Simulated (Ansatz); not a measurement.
Density of states of a Li$_{3}$Ag$_{2}$Ge$_{3}$ cell (a crystal with Ag and Ge atoms exchanged, relaxed), per eV and atom, broadened by Gaussian smearing of width 0.1 eV and averaged over bins of 0.2 eV, from 8 eV under the Fermi level at most up to where the solved bands end.

The calculation used DFT PBEsol, scalar-relativistic, plane waves, PAW (Ansatz 0.2.0).

Settings: cutoff 420 eV, Γ-centred mesh 5×6×5 on the computed 16-atom cell, Gaussian smearing of 0.10 eV; no spin polarisation.

```xyz
16
Lattice="6.7666 0.1148 0.2092 0.1160 5.9001 0.0204 0.1973 0.0134 6.3920" Properties=species:S:1:pos:R:3 pbc="T T T"
Li    6.8532    6.0093    6.3170
Li    3.2413    3.0440    3.1309
Li    1.5733    4.4457    1.3378
Li    5.0261    4.4975    4.7698
Li    5.4405    1.6002    2.0568
Li    2.1072    1.5289    5.1395
Ge    2.3060    4.5983    5.1665
Ag    5.4476    4.4943    1.9086
Ge    4.9798    1.4281    4.7436
Ag    1.4569    1.5413    1.4846
Ge    3.6276    0.0943    0.4642
Ag    3.2660    0.0708    3.0949
Ge    0.3582    3.1191    3.4428
Ge    6.8076    3.0302    6.3142
Ag    3.6906    2.9284    0.3293
Ge    0.4734    5.8101    3.4078
```

| E − E_F (eV) | total | Ag 4d | Ge 4p | Ge 4s | Ag 5s |
| --- | --- | --- | --- | --- | --- |
| -7.95 | 0.317 | 0.045 | 0.050 | 0.194 | 0.015 |
| -7.75 | 0.261 | 0.042 | 0.042 | 0.153 | 0.014 |
| -7.55 | 0.242 | 0.044 | 0.043 | 0.133 | 0.013 |
| -7.35 | 0.212 | 0.043 | 0.035 | 0.118 | 0.008 |
| -7.15 | 0.077 | 0.019 | 0.010 | 0.043 | 0.002 |
| -6.95 | 0.003 | 0.001 | 0.000 | 0.002 | 0.000 |
| -6.75 | 0.000 | 0.000 | 0.000 | 0.000 | 0.000 |
| -6.55 | 0.000 | 0.000 | 0.000 | 0.000 | 0.000 |
| -6.35 | 0.000 | 0.000 | 0.000 | 0.000 | 0.000 |
| -6.15 | 0.075 | 0.050 | 0.015 | 0.001 | 0.006 |
| -5.95 | 0.774 | 0.591 | 0.120 | 0.008 | 0.039 |
| -5.75 | 1.578 | 1.325 | 0.168 | 0.015 | 0.040 |
| -5.55 | 1.808 | 1.554 | 0.159 | 0.018 | 0.038 |
| -5.35 | 1.488 | 1.259 | 0.147 | 0.018 | 0.030 |
| -5.15 | 1.431 | 1.223 | 0.134 | 0.018 | 0.026 |
| -4.95 | 1.530 | 1.336 | 0.116 | 0.021 | 0.031 |
| -4.75 | 1.501 | 1.327 | 0.105 | 0.024 | 0.023 |
| -4.55 | 1.377 | 1.226 | 0.085 | 0.032 | 0.016 |
| -4.35 | 0.858 | 0.726 | 0.069 | 0.033 | 0.014 |
| -4.15 | 0.368 | 0.228 | 0.078 | 0.022 | 0.023 |
| -3.95 | 0.359 | 0.156 | 0.123 | 0.026 | 0.033 |
| -3.75 | 0.380 | 0.131 | 0.156 | 0.029 | 0.038 |
| -3.55 | 0.408 | 0.125 | 0.184 | 0.034 | 0.040 |
| -3.35 | 0.305 | 0.078 | 0.152 | 0.025 | 0.027 |
| -3.15 | 0.330 | 0.066 | 0.185 | 0.027 | 0.025 |
| -2.95 | 0.354 | 0.064 | 0.204 | 0.029 | 0.029 |
| -2.75 | 0.314 | 0.050 | 0.192 | 0.023 | 0.022 |
| -2.55 | 0.333 | 0.047 | 0.211 | 0.022 | 0.022 |
| -2.35 | 0.301 | 0.040 | 0.192 | 0.023 | 0.019 |
| -2.15 | 0.344 | 0.040 | 0.219 | 0.029 | 0.024 |
| -1.95 | 0.366 | 0.038 | 0.238 | 0.029 | 0.023 |
| -1.75 | 0.341 | 0.033 | 0.221 | 0.027 | 0.023 |
| -1.55 | 0.352 | 0.033 | 0.229 | 0.028 | 0.021 |
| -1.35 | 0.302 | 0.027 | 0.194 | 0.025 | 0.019 |
| -1.15 | 0.288 | 0.023 | 0.187 | 0.024 | 0.017 |
| -0.95 | 0.317 | 0.024 | 0.200 | 0.027 | 0.019 |
| -0.75 | 0.308 | 0.021 | 0.191 | 0.032 | 0.019 |
| -0.55 | 0.289 | 0.019 | 0.181 | 0.030 | 0.019 |
| -0.35 | 0.274 | 0.017 | 0.167 | 0.030 | 0.018 |
| -0.15 | 0.241 | 0.014 | 0.147 | 0.026 | 0.017 |
| 0.05 | 0.282 | 0.014 | 0.164 | 0.031 | 0.021 |
| 0.25 | 0.271 | 0.013 | 0.158 | 0.029 | 0.020 |
| 0.45 | 0.322 | 0.014 | 0.179 | 0.037 | 0.026 |
| 0.65 | 0.294 | 0.012 | 0.161 | 0.034 | 0.022 |
| 0.85 | 0.274 | 0.010 | 0.147 | 0.032 | 0.020 |
| 1.05 | 0.292 | 0.011 | 0.152 | 0.031 | 0.021 |
| 1.25 | 0.271 | 0.009 | 0.147 | 0.028 | 0.020 |
| 1.45 | 0.292 | 0.010 | 0.154 | 0.029 | 0.023 |
| 1.65 | 0.319 | 0.010 | 0.161 | 0.030 | 0.028 |
| 1.85 | 0.318 | 0.009 | 0.149 | 0.024 | 0.035 |

The columns after the total are the largest Löwdin projections on the valence shells of the potentials, so they needn't add up, and the weight of a shell that a potential lacks goes to other orbitals. The cell has no gap on the mesh.

Cost: 2 runs of about 11 core-minutes in all (earlier runs that led there not counted), on Intel Xeon Processor @ 2.50GHz (Skylake/Cascade Lake) (shared hosts).